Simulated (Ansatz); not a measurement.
TaN:

```
CELL_PARAMETERS angstrom
2.93800 0.00000 0.00000
-1.46900 2.54438 0.00000
0.00000 0.00000 2.88300
ATOMIC_POSITIONS crystal
Ta 0.00000 0.00000 0.50000
N 0.66667 0.33333 0.00000
```

| Property | Result |
| --- | --- |
| Program | Ansatz 0.2.0 |
| Task | single point |
| Functional | PBEsol |
| Potentials or basis | Ansatz PAW |
| Cutoff | 420 eV (not typed: the program's choice for these potentials) |
| k mesh | 10 × 10 × 9 |
| Occupations | fermi-dirac, width 0.05 eV |
| Spin | no spin polarisation |

On this cell: pressure -4.9 GPa; largest force under 0.003 eV/Å; band gap on the k mesh none (metal or under the smearing width).

The same run follows on a disturbed copy (atoms moved at random, drawn with an rms of 0.05 Å):

```
Ta N
1.0
     2.93800    0.00000    0.00000
    -1.46900    2.54438    0.00000
     0.00000    0.00000    2.88300
Ta N
1 1
Cartesian
  0.0214 0.0212 1.3933
  1.4195 0.8621 0.0169
```

What changes?

The energy (extrapolated to zero smearing) moves by +31.5 meV/atom; pressure -3.3 GPa; largest force 1.320 eV/Å; band gap on the k mesh none (metal or under the smearing width).

Forces in eV/Å, atoms in the order of the input:
```
Ta  -0.938 -0.133  0.919
N    0.938  0.133 -0.919
```

Stress tensor (GPa, compression positive):
```
-3.13  1.00 -1.71
 1.00 -3.82 -0.30
-1.71 -0.30 -2.84
```

Caveats: the PAW data sets come from PBE, with cores solved anew for the run's functional, which leaves a small shift of forces and pressure.
